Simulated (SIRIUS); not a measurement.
# Al (Fm-3m) in SIRIUS: equation of state, part 2 of 2

SIRIUS 7.12.0.

## Step 4: Equation of state, PBE, 16.27 Å³/atom (volume scaled by 0.98)

sirius.json reads:

```json
{
  "control": {
    "processing_unit": "cpu",
    "std_evp_solver_name": "lapack",
    "gen_evp_solver_name": "lapack",
    "verbosity": 2,
    "print_forces": false,
    "ortho_rf": true,
    "use_second_variation": true,
    "rmt_max": 3.0,
    "num_bands_to_print": 12,
    "save_wf": true
  },
  "parameters": {
    "electronic_structure_method": "full_potential_lapwlo",
    "xc_functionals": ["XC_GGA_X_PBE", "XC_GGA_C_PBE"],
    "core_relativity": "dirac",
    "valence_relativity": "iora",
    "num_fv_states": 12,
    "smearing": "fermi_dirac",
    "smearing_width": 0.0018374661,
    "pw_cutoff": 20,
    "gk_cutoff": 3.41,
    "lmax_apw": 10,
    "lmax_rho": 8,
    "lmax_pot": 8,
    "num_mag_dims": 0,
    "auto_rmt": 0,
    "ngridk": [11, 11, 11],
    "shiftk": [0, 0, 0],
    "num_dft_iter": 80,
    "energy_tol": 1e-07,
    "density_tol": 1e-05,
    "use_symmetry": true
  },
  "settings": {"tol_ne": 1e-10},
  "iterative_solver": {"type": "exact"},
  "mixer": {"type": "anderson", "beta": 0.5, "max_history": 8},
  "unit_cell": {
    "lattice_vectors": [[0.0, 3.8006460856, 3.8006460856], [3.8006460856, 0.0, 3.8006460856], [3.8006460856, 3.8006460856, 0.0]],
    "atom_types": ["Al"],
    "atom_files": {"Al": "Al.json"},
    "atoms": {"Al": [[0.0, 0.0, 0.0]]}
  }
}
```

Al.json reads:

```json
{
  "name": "aluminium",
  "symbol": "Al",
  "number": 13,
  "mass": 26.9815386,
  "rmin": 1e-06,
  "rmt": 2.29,
  "nrmt": 800,
  "rinf": 20.43,
  "core": "1s",
  "valence": [
    {"basis": [{"enu": 0.06, "dme": 0, "n": 0, "auto": 0}, {"enu": 0.06, "dme": 1, "n": 0, "auto": 0}]},
    {"l": 0, "n": 1, "basis": [{"enu": 0.1173, "dme": 0, "n": 0, "auto": 0}]},
    {"l": 1, "n": 2, "basis": [{"enu": 0.16, "dme": 0, "n": 0, "auto": 0}]},
    {"l": 2, "n": 3, "basis": [{"enu": 0.16, "dme": 0, "n": 0, "auto": 0}]},
    {"l": 3, "n": 4, "basis": [{"enu": 0.16, "dme": 0, "n": 0, "auto": 0}]}
  ],
  "lo": [
    {
      "l": 0,
      "basis": [{"enu": 0.1173, "dme": 0, "n": 0, "auto": 0}, {"enu": 0.1173, "dme": 1, "n": 0, "auto": 0}]
    },
    {
      "l": 0,
      "basis": [{"enu": -3.685, "dme": 0, "n": 2, "auto": 1}, {"enu": -3.685, "dme": 1, "n": 2, "auto": 1}]
    },
    {
      "l": 0,
      "basis": [{"enu": -3.685, "dme": 1, "n": 2, "auto": 1}, {"enu": 0.1173, "dme": 0, "n": 0, "auto": 0}]
    },
    {
      "l": 0,
      "basis": [{"enu": 0.1173, "dme": 0, "n": 0, "auto": 0}, {"enu": 3.1684, "dme": 0, "n": 0, "auto": 0}]
    },
    {"l": 1, "basis": [{"enu": 0.16, "dme": 0, "n": 0, "auto": 0}, {"enu": 0.16, "dme": 1, "n": 0, "auto": 0}]},
    {
      "l": 1,
      "basis": [{"enu": -2.2997, "dme": 0, "n": 2, "auto": 1}, {"enu": -2.2997, "dme": 1, "n": 2, "auto": 1}]
    },
    {
      "l": 1,
      "basis": [{"enu": -2.2997, "dme": 1, "n": 2, "auto": 1}, {"enu": 0.16, "dme": 0, "n": 0, "auto": 0}]
    },
    {"l": 1, "basis": [{"enu": 0.16, "dme": 0, "n": 0, "auto": 0}, {"enu": 3.6687, "dme": 0, "n": 0, "auto": 0}]},
    {"l": 2, "basis": [{"enu": 0.16, "dme": 0, "n": 0, "auto": 0}, {"enu": 0.16, "dme": 1, "n": 0, "auto": 0}]},
    {"l": 2, "basis": [{"enu": 0.16, "dme": 1, "n": 0, "auto": 0}, {"enu": 0.16, "dme": 2, "n": 0, "auto": 0}]},
    {"l": 2, "basis": [{"enu": 0.16, "dme": 0, "n": 0, "auto": 0}, {"enu": 3.1348, "dme": 0, "n": 0, "auto": 0}]},
    {"l": 3, "basis": [{"enu": 0.16, "dme": 0, "n": 0, "auto": 0}, {"enu": 0.16, "dme": 1, "n": 0, "auto": 0}]}
  ],
  "free_atom": [... radial grid and density of the free atom, the start of the SCF ...]
}
```

sirius_start.json reads:

```json
{
  "control": {
    "processing_unit": "cpu",
    "std_evp_solver_name": "lapack",
    "gen_evp_solver_name": "lapack",
    "verbosity": 1,
    "print_forces": false,
    "ortho_rf": true,
    "use_second_variation": true,
    "rmt_max": 3.0,
    "num_bands_to_print": 12,
    "save_wf": false
  },
  "parameters": {
    "electronic_structure_method": "full_potential_lapwlo",
    "xc_functionals": ["XC_LDA_X", "XC_LDA_C_PW"],
    "core_relativity": "dirac",
    "valence_relativity": "iora",
    "num_fv_states": 12,
    "smearing": "fermi_dirac",
    "smearing_width": 0.0055123983,
    "pw_cutoff": 20,
    "gk_cutoff": 2.72,
    "lmax_apw": 10,
    "lmax_rho": 8,
    "lmax_pot": 8,
    "num_mag_dims": 0,
    "auto_rmt": 0,
    "ngridk": [4, 4, 4],
    "shiftk": [0, 0, 0],
    "num_dft_iter": 30,
    "energy_tol": 0.01,
    "density_tol": 0.05,
    "use_symmetry": true
  },
  "settings": {"tol_ne": 1e-10},
  "iterative_solver": {"type": "exact"},
  "mixer": {"type": "anderson", "beta": 0.5, "max_history": 8},
  "unit_cell": {
    "lattice_vectors": [[0.0, 3.8006460856, 3.8006460856], [3.8006460856, 0.0, 3.8006460856], [3.8006460856, 3.8006460856, 0.0]],
    "atom_types": ["Al"],
    "atom_files": {"Al": "Al.json"},
    "atoms": {"Al": [[0.0, 0.0, 0.0]]}
  }
}
```

Run with:

```console
OMP_NUM_THREADS=1 sirius.scf --input=sirius_start.json --output=start.json
OMP_NUM_THREADS=1 sirius.scf --input=sirius.json --output=output.json --task=1
```

Run time: 13 s. Hardware: 1 thread of Arm Neoverse V1, shared host; peak memory 0.28 GiB.

Results (log left out):

```
Free energy                                       : -6607.5337 eV
Band gap on the k mesh                            : none (metal or under the smearing width)
All electrons inside the program's atomic spheres : Al 11.40 (radii Al 2.29 bohr)
```

## Step 5: Equation of state, PBE, 16.93 Å³/atom (volume scaled by 1.02)

Edit sirius.json of step 4 so:

```diff
@@ -39,3 +39,3 @@
   "unit_cell": {
-    "lattice_vectors": [[0.0, 3.8006460856, 3.8006460856], [3.8006460856, 0.0, 3.8006460856], [3.8006460856, 3.8006460856, 0.0]],
+    "lattice_vectors": [[0.0, 3.8516675575, 3.8516675575], [3.8516675575, 0.0, 3.8516675575], [3.8516675575, 3.8516675575, 0.0]],
     "atom_types": ["Al"],
```

Al.json reads:

```json
{
  "name": "aluminium",
  "symbol": "Al",
  "number": 13,
  "mass": 26.9815386,
  "rmin": 1e-06,
  "rmt": 2.29,
  "nrmt": 800,
  "rinf": 20.43,
  "core": "1s",
  "valence": [
    {"basis": [{"enu": 0.05, "dme": 0, "n": 0, "auto": 0}, {"enu": 0.05, "dme": 1, "n": 0, "auto": 0}]},
    {"l": 0, "n": 1, "basis": [{"enu": 0.1073, "dme": 0, "n": 0, "auto": 0}]},
    {"l": 1, "n": 2, "basis": [{"enu": 0.15, "dme": 0, "n": 0, "auto": 0}]},
    {"l": 2, "n": 3, "basis": [{"enu": 0.15, "dme": 0, "n": 0, "auto": 0}]},
    {"l": 3, "n": 4, "basis": [{"enu": 0.15, "dme": 0, "n": 0, "auto": 0}]}
  ],
  "lo": [
    {
      "l": 0,
      "basis": [{"enu": 0.1073, "dme": 0, "n": 0, "auto": 0}, {"enu": 0.1073, "dme": 1, "n": 0, "auto": 0}]
    },
    {
      "l": 0,
      "basis": [{"enu": -3.695, "dme": 0, "n": 2, "auto": 1}, {"enu": -3.695, "dme": 1, "n": 2, "auto": 1}]
    },
    {
      "l": 0,
      "basis": [{"enu": -3.695, "dme": 1, "n": 2, "auto": 1}, {"enu": 0.1073, "dme": 0, "n": 0, "auto": 0}]
    },
    {
      "l": 0,
      "basis": [{"enu": 0.1073, "dme": 0, "n": 0, "auto": 0}, {"enu": 3.1584, "dme": 0, "n": 0, "auto": 0}]
    },
    {"l": 1, "basis": [{"enu": 0.15, "dme": 0, "n": 0, "auto": 0}, {"enu": 0.15, "dme": 1, "n": 0, "auto": 0}]},
    {
      "l": 1,
      "basis": [{"enu": -2.3097, "dme": 0, "n": 2, "auto": 1}, {"enu": -2.3097, "dme": 1, "n": 2, "auto": 1}]
    },
    {
      "l": 1,
      "basis": [{"enu": -2.3097, "dme": 1, "n": 2, "auto": 1}, {"enu": 0.15, "dme": 0, "n": 0, "auto": 0}]
    },
    {"l": 1, "basis": [{"enu": 0.15, "dme": 0, "n": 0, "auto": 0}, {"enu": 3.6587, "dme": 0, "n": 0, "auto": 0}]},
    {"l": 2, "basis": [{"enu": 0.15, "dme": 0, "n": 0, "auto": 0}, {"enu": 0.15, "dme": 1, "n": 0, "auto": 0}]},
    {"l": 2, "basis": [{"enu": 0.15, "dme": 1, "n": 0, "auto": 0}, {"enu": 0.15, "dme": 2, "n": 0, "auto": 0}]},
    {"l": 2, "basis": [{"enu": 0.15, "dme": 0, "n": 0, "auto": 0}, {"enu": 3.1248, "dme": 0, "n": 0, "auto": 0}]},
    {"l": 3, "basis": [{"enu": 0.15, "dme": 0, "n": 0, "auto": 0}, {"enu": 0.15, "dme": 1, "n": 0, "auto": 0}]}
  ],
  "free_atom": [... radial grid and density of the free atom, the start of the SCF ...]
}
```

Edit sirius_start.json of step 4 so:

```diff
@@ -39,3 +39,3 @@
   "unit_cell": {
-    "lattice_vectors": [[0.0, 3.8006460856, 3.8006460856], [3.8006460856, 0.0, 3.8006460856], [3.8006460856, 3.8006460856, 0.0]],
+    "lattice_vectors": [[0.0, 3.8516675575, 3.8516675575], [3.8516675575, 0.0, 3.8516675575], [3.8516675575, 3.8516675575, 0.0]],
     "atom_types": ["Al"],
```

Run with:

```console
OMP_NUM_THREADS=1 sirius.scf --input=sirius_start.json --output=start.json
OMP_NUM_THREADS=1 sirius.scf --input=sirius.json --output=output.json --task=1
```

Wall time 12 s (1 thread of Arm Neoverse V1, shared host); peak memory 0.28 GiB.

The run converged. Its results:

- Free energy: -6607.5319 eV
- Band gap on the k mesh: none (metal or under the smearing width)
- All electrons inside the program's atomic spheres: Al 11.36 (radii Al 2.29 bohr)

## Step 6: Equation of state, PBE, 17.27 Å³/atom (volume scaled by 1.04)

Edit sirius.json of step 5 so:

```diff
@@ -39,3 +39,3 @@
   "unit_cell": {
-    "lattice_vectors": [[0.0, 3.8516675575, 3.8516675575], [3.8516675575, 0.0, 3.8516675575], [3.8516675575, 3.8516675575, 0.0]],
+    "lattice_vectors": [[0.0, 3.8766790868, 3.8766790868], [3.8766790868, 0.0, 3.8766790868], [3.8766790868, 3.8766790868, 0.0]],
     "atom_types": ["Al"],
```

Al.json reads:

```json
{
  "name": "aluminium",
  "symbol": "Al",
  "number": 13,
  "mass": 26.9815386,
  "rmin": 1e-06,
  "rmt": 2.29,
  "nrmt": 800,
  "rinf": 20.43,
  "core": "1s",
  "valence": [
    {"basis": [{"enu": 0.04, "dme": 0, "n": 0, "auto": 0}, {"enu": 0.04, "dme": 1, "n": 0, "auto": 0}]},
    {"l": 0, "n": 1, "basis": [{"enu": 0.0973, "dme": 0, "n": 0, "auto": 0}]},
    {"l": 1, "n": 2, "basis": [{"enu": 0.14, "dme": 0, "n": 0, "auto": 0}]},
    {"l": 2, "n": 3, "basis": [{"enu": 0.14, "dme": 0, "n": 0, "auto": 0}]},
    {"l": 3, "n": 4, "basis": [{"enu": 0.14, "dme": 0, "n": 0, "auto": 0}]}
  ],
  "lo": [
    {
      "l": 0,
      "basis": [{"enu": 0.0973, "dme": 0, "n": 0, "auto": 0}, {"enu": 0.0973, "dme": 1, "n": 0, "auto": 0}]
    },
    {
      "l": 0,
      "basis": [{"enu": -3.705, "dme": 0, "n": 2, "auto": 1}, {"enu": -3.705, "dme": 1, "n": 2, "auto": 1}]
    },
    {
      "l": 0,
      "basis": [{"enu": -3.705, "dme": 1, "n": 2, "auto": 1}, {"enu": 0.0973, "dme": 0, "n": 0, "auto": 0}]
    },
    {
      "l": 0,
      "basis": [{"enu": 0.0973, "dme": 0, "n": 0, "auto": 0}, {"enu": 3.1484, "dme": 0, "n": 0, "auto": 0}]
    },
    {"l": 1, "basis": [{"enu": 0.14, "dme": 0, "n": 0, "auto": 0}, {"enu": 0.14, "dme": 1, "n": 0, "auto": 0}]},
    {
      "l": 1,
      "basis": [{"enu": -2.3197, "dme": 0, "n": 2, "auto": 1}, {"enu": -2.3197, "dme": 1, "n": 2, "auto": 1}]
    },
    {
      "l": 1,
      "basis": [{"enu": -2.3197, "dme": 1, "n": 2, "auto": 1}, {"enu": 0.14, "dme": 0, "n": 0, "auto": 0}]
    },
    {"l": 1, "basis": [{"enu": 0.14, "dme": 0, "n": 0, "auto": 0}, {"enu": 3.6487, "dme": 0, "n": 0, "auto": 0}]},
    {"l": 2, "basis": [{"enu": 0.14, "dme": 0, "n": 0, "auto": 0}, {"enu": 0.14, "dme": 1, "n": 0, "auto": 0}]},
    {"l": 2, "basis": [{"enu": 0.14, "dme": 1, "n": 0, "auto": 0}, {"enu": 0.14, "dme": 2, "n": 0, "auto": 0}]},
    {"l": 2, "basis": [{"enu": 0.14, "dme": 0, "n": 0, "auto": 0}, {"enu": 3.1148, "dme": 0, "n": 0, "auto": 0}]},
    {"l": 3, "basis": [{"enu": 0.14, "dme": 0, "n": 0, "auto": 0}, {"enu": 0.14, "dme": 1, "n": 0, "auto": 0}]}
  ],
  "free_atom": [... radial grid and density of the free atom, the start of the SCF ...]
}
```

Edit sirius_start.json of step 5 so:

```diff
@@ -39,3 +39,3 @@
   "unit_cell": {
-    "lattice_vectors": [[0.0, 3.8516675575, 3.8516675575], [3.8516675575, 0.0, 3.8516675575], [3.8516675575, 3.8516675575, 0.0]],
+    "lattice_vectors": [[0.0, 3.8766790868, 3.8766790868], [3.8766790868, 0.0, 3.8766790868], [3.8766790868, 3.8766790868, 0.0]],
     "atom_types": ["Al"],
```

Potentials or basis: all-electron FP-LAPW, apw+lo standard.

Run with:

```console
OMP_NUM_THREADS=1 sirius.scf --input=sirius_start.json --output=start.json
OMP_NUM_THREADS=1 sirius.scf --input=sirius.json --output=output.json --task=1
```

It took 12 s on 1 thread of Arm Neoverse V1, shared host; peak memory 0.28 GiB.

The run converged. Its results:

```yaml
Free_energy: -6607.5266 eV
Band_gap_on_the_k_mesh: none (metal or under the smearing width)
All_electrons_inside_the_program's_atomic_spheres: Al 11.34 (radii Al 2.29 bohr)
```

## Step 7: Equation of state, PBE, 17.60 Å³/atom (volume scaled by 1.06)

Edit sirius.json of step 6 so:

```diff
@@ -39,3 +39,3 @@
   "unit_cell": {
-    "lattice_vectors": [[0.0, 3.8766790868, 3.8766790868], [3.8766790868, 0.0, 3.8766790868], [3.8766790868, 3.8766790868, 0.0]],
+    "lattice_vectors": [[0.0, 3.9013719759, 3.9013719759], [3.9013719759, 0.0, 3.9013719759], [3.9013719759, 3.9013719759, 0.0]],
     "atom_types": ["Al"],
```

Al.json is that of step 6.

Edit sirius_start.json of step 6 so:

```diff
@@ -39,3 +39,3 @@
   "unit_cell": {
-    "lattice_vectors": [[0.0, 3.8766790868, 3.8766790868], [3.8766790868, 0.0, 3.8766790868], [3.8766790868, 3.8766790868, 0.0]],
+    "lattice_vectors": [[0.0, 3.9013719759, 3.9013719759], [3.9013719759, 0.0, 3.9013719759], [3.9013719759, 3.9013719759, 0.0]],
     "atom_types": ["Al"],
```

Run with:

```console
OMP_NUM_THREADS=1 sirius.scf --input=sirius_start.json --output=start.json
OMP_NUM_THREADS=1 sirius.scf --input=sirius.json --output=output.json --task=1
```

Run time: 12 s. Hardware: 1 thread of Arm Neoverse V1, shared host; peak memory 0.28 GiB.

It converged, with:

* Free energy: -6607.5188 eV
* Band gap on the k mesh: none (metal or under the smearing width)
* All electrons inside the program's atomic spheres: Al 11.32 (radii Al 2.29 bohr)

## Step 8: Equation of state, PBE

Potentials or basis: all-electron FP-LAPW, apw+lo standard.

This step only gathers the single runs of the series.

What came out:

* Equilibrium volume: 16.51 Å³/atom
* Bulk modulus: 79 GPa
* Pressure derivative of the bulk modulus: 4.5

Energy against volume, from the lowest point:
```csv
volume (Å³/atom),energy (meV/atom)
15.607,13.32
15.939,5.07
16.271,0.75
16.603,0.00
16.935,2.49
17.267,7.78
17.599,15.65
```

## Step 9: Against experiment

Step 8. Measured bulk modulus of Al: 76.9 GPa (quoted in “The interpretation of polycrystalline coherent inelastic neutron scattering from aluminium”, 2013, pmc:3831299). This calculation gives 79 GPa (+2.5 %). The fit is for a static lattice scaled at fixed shape and fixed fractional positions. The cell as given is a measured one (16.60 Å³/atom); PBE puts the equilibrium volume -0.6 % from it, thermal expansion not counted.
